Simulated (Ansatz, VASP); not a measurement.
One calculation of BaTe, two programs

```
CELL_PARAMETERS angstrom
4.26247 0.00000 0.00000
0.00000 4.26247 0.00000
0.00000 0.00000 4.26247
ATOMIC_POSITIONS crystal
Ba 0.00000 0.00000 0.00000
Te 0.50000 0.50000 0.50000
```

The cell comes from a database or a generator and needn't be the stable form of this composition.

Alike in both runs: task single point; functional PBEsol; k mesh 4 × 4 × 4; no spin polarisation.

|  | VASP | Ansatz |
| --- | --- | --- |
| version | VASP 6.6.1 | Ansatz 0.2.0 |
| potentials or method | VASP PAW PBE potentials, release 64 (Ba_sv, Te) | plane waves, PAW |
| plane-wave cutoff (eV) | 520 | 463 |
| occupations | gaussian, width 0.01 eV | fixed |
| valence electrons in the cell | 16 | 26 |

```csv
,VASP,Ansatz,Ansatz less VASP
gap on the k mesh at the Fermi level (eV),0.68,0.79,+0.104
```

The two sets of potentials don't hold the same shells in valence.

Caveats: spin-orbit coupling is left out, which moves the levels of the heavy elements. A k mesh can miss the band edges.
